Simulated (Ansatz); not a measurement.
# PbS (Galena): ladder of functionals with LDA+D4

The system is PbS (Galena).

```
Pb S
1.0
     0.00000    2.96575    2.96575
     2.96575    0.00000    2.96575
     2.96575    2.96575    0.00000
Pb S
1 1
Direct
  0.00000 0.00000 0.00000
  0.50000 0.50000 0.50000
```

```
Program             : Ansatz 0.2.0
Task                : ladder of functionals
Functional          : LDA
Dispersion          : D4
Potentials or basis : PseudoDojo standard
Cutoff              : 762 eV
Density cutoff      : 3048 eV
k mesh              : 8 × 8 × 8
Occupations         : tetrahedron
Spin                : collinear spin, random start
Starting moments    : [0.41, 0.0] μB
Driver              : chain
```

- Pressure: -4.7 GPa
- Band gap on the k mesh: 0.24 eV, direct
- Net moment: 0.00 μB per cell
- Absolute moment: 0.00 μB per cell

Levels at points of the mesh, in eV from the valence-band top:
Spin up:
| k point | band 7 | band 8 | band 9 | band 10 | band 11 | band 12 | band 13 | band 14 |
| --- | --- | --- | --- | --- | --- | --- | --- | --- |
| (0.00, 0.00, 0.00) | -6.12 | -2.12 | -2.12 | -2.12 | 5.09 | 5.09 | 5.09 | 6.66 |
| (0.00, 0.00, -0.50) | -8.94 | -1.72 | -1.72 | 0.00 | 0.24 | 1.86 | 1.86 | 8.52 |
| (0.00, -0.50, -0.50) | -7.32 | -5.22 | -3.42 | -3.42 | 3.77 | 5.50 | 5.58 | 5.58 |
Spin down:
```csv
k point,band 6,band 7,band 8,band 9,band 10,band 11,band 12,band 13,band 14,band 15
"(0.00, 0.00, 0.00)",-13.55,-6.12,-2.12,-2.12,-2.12,5.09,5.09,5.09,6.66,6.66
"(0.00, 0.00, -0.50)",-12.26,-8.94,-1.72,-1.72,0.00,0.24,1.86,1.86,8.52,10.13
"(0.00, -0.50, -0.50)",-11.83,-7.32,-5.22,-3.42,-3.42,3.77,5.50,5.58,5.58,11.08
```

Run time: 4.8 s on 2 threads of Arm Neoverse V1, on a shared host, peak memory 0.49 GiB.

Caveat: spin-orbit coupling is left out, which as a rule narrows the gap of such compounds by several tenths of an eV; with tetrahedron occupations forces and stress needn't match the slope of the energy; the dispersion damping was fitted for another functional or another form of the correction; the starting moments weren't kept. A k mesh can miss the band edges.
